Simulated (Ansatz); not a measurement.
# TiO2: the cost of one run

Program: Ansatz 0.2.0. Level of theory: DFT PBEsol, frozen-core PAW and all-electron LAPW, scalar-relativistic unless said. These are calculated values, not measurements.

## 1. The structure to begin with

Symmetry: P4_2/mnm, No. 136, tetragonal system. Conventional cell: a = 4.592 Å, b = 4.592 Å, c = 2.957 Å, α = 90.00°, β = 90.00°, γ = 90.00°. Around Ti (site symmetry mmm) lie 6 O at 1.95 to 1.98 Å. Around O (site symmetry m2m) lie 3 Ti at 1.95 to 1.98 Å.

As a file:

```cif
data_structure
_symmetry_space_group_name_H-M 'P 1'
_symmetry_Int_Tables_number 1
_cell_length_a 4.5922
_cell_length_b 4.5922
_cell_length_c 2.9574
_cell_angle_alpha 90.000
_cell_angle_beta 90.000
_cell_angle_gamma 90.000
_cell_volume 62.37
loop_
_atom_site_label
_atom_site_type_symbol
_atom_site_fract_x
_atom_site_fract_y
_atom_site_fract_z
_atom_site_occupancy
Ti1 Ti 0.00000 0.00000 0.00000 1
Ti2 Ti 0.50000 0.50000 0.50000 1
O1 O 0.30496 0.30496 0.00000 1
O2 O 0.19504 0.80496 0.50000 1
O3 O 0.69504 0.69504 0.00000 1
O4 O 0.80496 0.19504 0.50000 1
```

Cartesian axes are those of the input's lattice vectors. The structure goes back to a database entry.

## 2. Cell and atoms relaxed, PAW

input.yaml reads:

```yaml
crystal:
  lattice:
    - [4.5922, 0.0, 0.0]
    - [0.0, 4.5922, 0.0]
    - [0.0, 0.0, 2.9574]
  atoms:
    - { symbol: Ti, position: [0.0, 0.0, 0.0] }
    - { symbol: Ti, position: [0.5, 0.5, 0.5] }
    - { symbol: O, position: [0.30496, 0.30496, 0.0] }
    - { symbol: O, position: [0.19504, 0.80496, 0.5] }
    - { symbol: O, position: [0.69504, 0.69504, 0.0] }
    - { symbol: O, position: [0.80496, 0.19504, 0.5] }
kpoints:
  mp_grid: { grid: [8, 8, 12] }
scf:
  occupations: { method: fermi_dirac, width: 0.1 }
hamiltonian:
  xc: pbesol
  pseudopotentials: { kind: paw }
relax:
  f_tol: 0.002
  max_steps: 80
  cell: {}
output:
  forces: true
  stress: true
  write_density: true
  write_potential: true
  elf: true
  volumetric_format: npy
```

Started as:

```
ansatz run input.yaml --threads 2 --pin off --max-ram 6144MiB --backend cpu --events-out ev --progress --plain --runs-dir out
```

**Question.** How long does this run take on 2 threads of Arm Neoverse N1, shared host, and how much memory does it need?

About 71 s, with a peak of 0.45 GiB.
